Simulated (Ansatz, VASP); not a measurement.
**Two plane-wave programs on La3B2**

File INCAR:

```
SYSTEM = La3B2
PREC     = Accurate       ! precision mode
ENCUT    = 520            ! plane-wave cutoff, eV
EDIFF    = 1E-6           ! SCF threshold, eV
ISMEAR   = 0              ! smearing method
SIGMA    = 0.1            ! smearing width, eV
LREAL    = .False.        ! projectors in reciprocal space
LASPH    = .True.         ! aspherical terms in the spheres
NELM     = 100            ! most SCF steps
ALGO     = Normal         ! electronic algorithm
ISIF     = 2              ! what is computed and relaxed
LWAVE    = .False.        ! write WAVECAR
LCHARG   = .False.        ! write CHGCAR
GGA      = PE             ! functional
NBANDS   = 28             ! bands
```

File KPOINTS:

```
regular mesh
0
Gamma
  4 4 4
  0 0 0
```

The input POSCAR:

```
La3B2
1.0
    4.7594024600      0.0000000000      0.0000000000
    0.0000000000      4.7594024600      0.0000000000
    0.0000000000      0.0000000000      4.7594024600
La B
3 2
Direct
    0.0000000000      0.5000000000      0.5000000000
    0.5000000000      0.0000000000      0.5000000000
    0.5000000000      0.5000000000      0.0000000000
    0.5000000000      0.5000000000      0.5000000000
    0.0000000000      0.0000000000      0.0000000000
```

Input for Ansatz:

```yaml
crystal:
  lattice:
    - [4.75940246, 0.0, 0.0]
    - [0.0, 4.75940246, 0.0]
    - [0.0, 0.0, 4.75940246]
  atoms:
    - { symbol: La, position: [0.0, 0.5, 0.5] }
    - { symbol: La, position: [0.5, 0.0, 0.5] }
    - { symbol: La, position: [0.5, 0.5, 0.0] }
    - { symbol: B, position: [0.5, 0.5, 0.5] }
    - { symbol: B, position: [0.0, 0.0, 0.0] }
basis:
  ecutwfc: 420
kpoints:
  mp_grid: { grid: [4, 4, 4] }
hamiltonian:
  xc: pbe
scf:
  occupations: { method: gaussian, width: 0.1 }
  lower_state_search: "off"
output:
  forces: true
  stress: true
  eigenvalues: true
```

Alike in both runs: task single point; functional PBE; k mesh 4 × 4 × 4; occupations gaussian, width 0.1 eV; no spin polarisation.

|  | VASP | Ansatz |
| --- | --- | --- |
| version | VASP 6.6.1 | Ansatz 0.2.0 |
| potentials or method | VASP PAW PBE potentials, release 64 (La, B) | scalar-relativistic, plane waves, PAW |
| plane-wave cutoff (eV) | 520 | 420 |
| valence electrons in the cell | 39 | 39 |

Ansatz gave:

| Item | Value |
| --- | --- |
| gap on the k mesh at the Fermi level (eV) | none |
| pressure (GPa) | 16.7 |

Task: What did VASP give for the same quantities?

Result: gap on the k mesh at the Fermi level (eV): none; pressure (GPa): 16.8.

A gap of «none» marks a metal or a gap that the smearing closes. With one functional, cell and mesh, what is left measures potentials, basis and numerics.

Caveats: so large a pressure means that the cell lies far from this level's equilibrium, or that cutoff or potentials fall short (VASP). Spin-orbit coupling is left out, which matters for the levels of La.
